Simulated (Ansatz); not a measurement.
# Structure optimisation: aluminium, omega (AlB2-type)

These are results of DFT, revPBE, plane waves (420 eV) with PAW, scalar-relativistic (Ansatz), not measurements. The PAW files were generated under PBE, with cores re-solved for the functional.

k-point mesh 8×8×11, Fermi-Dirac smearing 0.1 eV, no spin polarisation. Cell and atoms relax.

Starting structure:

```yaml
crystal:
  lattice:
    - [4.5439481664, 0.0, 0.0]
    - [-2.2719740832, 3.9351745456, 0.0]
    - [0.0, 0.0, 2.785440226]
  atoms:
    - { symbol: Al, position: [0.0, 0.0, 0.0] }
    - { symbol: Al, position: [0.3333333333, 0.6666666667, 0.5] }
    - { symbol: Al, position: [0.6666666667, 0.3333333333, 0.5] }
hamiltonian:
  xc: revpbe
  pseudopotentials:
    kind: paw
    azcp:
      Al: "pseudopotentials/Al.paw.azcp"
basis:
  ecutwfc: 420
  fft_grid_basis: typed
kpoints:
  mp_grid: { grid: [8, 8, 11], shift: [0, 0, 0] }
magnetization:
  spin_polarized: false
scf:
  occupations: { method: fermi_dirac, width: 0.1 }
relax:
  max_steps: 60
  f_tol: 0.01
  cell: {}
output:
  write_density: true
  write_potential: true
  elf: true
  volumetric_format: npy
```

Question: What cell does the relaxation end in?

Answer: P6/mmm with a = 4.605 Å, c = 2.850 Å (c/a = 0.619); 17.45 Å³ per atom against 16.60 at the start (5.1 %).

Question: How much energy does the relaxation gain?

Answer: 9.5 meV per atom.

Path of the relaxation (the plane waves are chosen anew near the end, which can shift the energy a little):

```tsv
step	E − E(final) (meV/atom)	V (Å³/atom)	P (GPa)	max force (eV/Å)
0	9.46	16.602	3.67	0.000
1	0.54	17.532	-0.33	0.000
2	0.40	17.455	-0.04	0.000
3	0.39	17.449	0.00	0.000
4	0.00	17.449	0.03	0.000
```
